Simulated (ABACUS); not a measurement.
Ti: equation of state with TPSS

The system is Ti.

```
Ti
1.0
    -1.64100    1.64100    1.64100
     1.64100   -1.64100    1.64100
     1.64100    1.64100   -1.64100
Ti
1
Direct
  0.00000 0.00000 0.00000
```

This isn't the form of Ti at room conditions, which is hcp.

```yaml
Program: ABACUS 3.10.1
Task: equation of state
Functional: TPSS
Potentials_or_basis: SG15 ONCV 1.2 PBE
Cutoff: 1320 eV
Density_cutoff: 5279 eV
Basis: plane waves
k_mesh: 7 × 7 × 7
Occupations: fermi-dirac, width 0.05 eV
Spin: no spin polarisation
```

The equilibrium volume is 17.13 Å³/atom. The bulk modulus is 120 GPa and the pressure derivative of the bulk modulus is 3.7 (rough: it moves with the points fitted).

Energy against volume, from the lowest point:
```csv
volume (Å³/atom),energy (meV/atom)
16.616,5.12
17.323,0.00
18.030,15.63
18.737,48.39
```

All runs of the series together: 40 s on 4 threads of Intel(R) Xeon(R) Platinum 8223CL CPU @ 3.00GHz (Skylake/Cascade Lake) (shared host).

Caveat: the k mesh is coarse (spacing up to 0.39 Å⁻¹), so the values aren't converged; the potentials were made for another functional, which shifts forces and pressure.
